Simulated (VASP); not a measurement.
TePt, 2 atoms in the cell. It takes space group F-43m (No. 216, cubic). Conventional cell: a = 6.490 Å, b = 6.490 Å, c = 6.490 Å, α = 90.00°, β = 90.00°, γ = 90.00°. Pt (site symmetry -43m) has 4 Te at 2.81 Å as nearest neighbours. Around Te (site symmetry -43m) lie 4 Pt at 2.81 Å. Measurements of this composition are mostly on another form, of space group No. 166.

| Item | Value |
| --- | --- |
| Program | VASP 6.6.1 |
| Task | single point |
| Functional | PBEsol |
| Potentials or basis | VASP PAW PBE potentials, release 64 (Pt, Te) |
| Cutoff | 520 eV |
| k mesh | 5 × 5 × 5 |
| Occupations | gaussian, width 0.05 eV |
| Spin | collinear spin, ferromagnetic start |
| Starting moments | [0.5, 0.0] μB |
| Hubbard terms | Pt d U = 6 eV |
| Further INCAR settings | ALGO = Normal; EDIFF = 1e-06 |

Potentials or basis: VASP PAW PBE potentials, release 64 (Pt, Te).

The run is started by

```sh
$ cat potpaw_PBE.64/Pt/POTCAR potpaw_PBE.64/Te/POTCAR > POTCAR
$ mpirun -np 1 vasp_std > vasp.out
```

Hardware: 1 thread of Intel(R) Xeon(R) 6975P-C (Granite Rapids), on a shared host.

**Question.** Estimate the wall time of this run.

**Answer.** Run time: 13 s on 1 thread of Intel(R) Xeon(R) 6975P-C (Granite Rapids), on a shared host, peak memory 0.24 GiB. Counts: scf iterations 15, k points 10.
